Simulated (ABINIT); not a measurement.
Runs of ABINIT 10.8.3 (patched build) on I. The structure is orthorhombic, space group Fmmm (No. 69). The conventional cell has a = 4.384 Å, b = 4.731 Å, c = 7.820 Å, α = 90.00°, β = 90.00°, γ = 90.00°. I (site symmetry mmm) has 4 I at 3.23 Å as nearest neighbours. 

```tsv
task	level	potentials or basis	cell	k mesh	cutoff (eV)	electron-positron correlation	fine-grid cutoff	cell freedom (optcell)	optimiser (ionmov)	cutoff smearing ecutsm (Ha)	gap on the mesh (eV)	pressure (GPa)	relaxed volume (Å³/atom)
positron lifetime	LDA	JTH PAW LDA v2.0	as given	6 × 6 × 6	299	Sterne-Kaiser GGA	598.65 eV	-	-	-	none	(a)	-
single point	LDA	PseudoDojo NC SR LDA v0.4.1 standard	as given	7 × 7 × 7	707	-	-	-	-	-	none	-2.6	-
relaxation of cell and atoms	PBEsol	PseudoDojo NC SR PBEsol v0.4.1 standard	relaxed	7 × 7 × 7	952	-	-	2	2	0.5	none	0.0	37.89
optical spectrum	LDA	PseudoDojo NC SR LDA v0.4.1 standard	as given	10 × 10 × 10	707	-	-	-	-	-	none	-2.6	-
relaxation of cell and atoms	LDA	PseudoDojo NC SR LDA v0.4.1 standard	relaxed	7 × 7 × 7	952	-	-	2	2	0.5	none	0.0	(b)
optical spectrum	PBEsol	PseudoDojo NC SR PBEsol v0.4.1 standard	as given	10 × 10 × 10	844	-	-	-	-	-	none	-1.4	-
single point	PBEsol	PseudoDojo NC SR PBEsol v0.4.1 standard	as given	7 × 7 × 7	844	-	-	-	-	-	none	-1.3	-
```

Alike in all rows: no spin polarisation; smearing fermi-dirac 0.05 eV.

Q: Fill in the values left out.

A: (a) -2.2; (b) 35.49.

Caveats: an odd number of electrons without spin polarisation forces a metal; a magnetic or distorted state may lie lower; the intraband (Drude) term is left out (some runs); spectra need much finer meshes, so this one isn't converged (some runs); the PAW basis is incomplete for the positron (some runs).

A k mesh can miss the band edges, and the runs leave out spin-orbit coupling on I.

A gap of «none» marks a metal or a gap under the smearing width.

Not every run made on this cell is shown here.
